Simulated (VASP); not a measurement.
Write the native input for VASP 6.6.1 that does the following.

- Task: relaxation of cell and atoms
- Functional: PBE
- Potentials or basis: VASP PAW PBE potentials, release 64 (In_d)
- Cutoff: 600 eV
- k mesh: 6 × 6 × 4
- Occupations: gaussian, width 0.1 eV
- Spin: no spin polarisation
- Dipole correction: no
- Further INCAR settings: ALGO = Normal; EDIFF = 1e-06; IBRION = 2; EDIFFG = -0.04; NSW = 90; ISIF = 3

The structure of In lies in POSCAR:

```
In
1.0
    1.8617964932     -2.5511597423      0.0000000000
    1.8617964932      2.5511597423      0.0000000000
    0.0000000000      0.0000000000      5.8245438033
In
2
Direct
    0.3548885458      0.6451114542      0.2500000000
    0.6451114542      0.3548885458      0.7500000000
```

The cell was built by a generator and needn't be a form met in nature.

The input as run:

INCAR

```
SYSTEM = In
PREC = Accurate
ENCUT = 600
EDIFF = 1E-6
ISMEAR = 0
SIGMA = 0.1
LREAL = .FALSE.
LASPH = .TRUE.
NELM = 100
ALGO = Normal
ISIF = 3
LWAVE = .FALSE.
LCHARG = .FALSE.
GGA = PE
IBRION = 2
NSW = 90
EDIFFG = -0.04
```

KPOINTS

```
regular mesh
0
G
  6 6 4
  0 0 0
```

Potentials or basis: VASP PAW PBE potentials, release 64 (In_d).

The run is started by

```console
$ cat potpaw_PBE.64/In_d/POTCAR > POTCAR
$ mpirun -np 1 vasp_std > vasp.out
```

Results of the run:

| Property | Result |
| --- | --- |
| Relaxed volume | 27.54 Å³/atom |
| Relaxed cell | a = 3.312 Å, b = 3.312 Å, c = 5.678 Å, α = 90.00°, β = 90.00°, γ = 117.80° |
| Space group after relaxing (to 0.05 Å) | Cmcm (No. 63) |
| Energy gained by relaxing | 54.6 meV/atom |
| Ionic steps | 11 |
| Pressure after relaxing | 0.1 GPa |
| Largest force after relaxing | 0.032 eV/Å |
| Band gap on the k mesh | none (metal or under the smearing width) |

Wall time 3.4 min on 1 thread of Intel(R) Xeon(R) Platinum 8488C (Sapphire Rapids), on a shared host, peak memory 0.22 GiB.
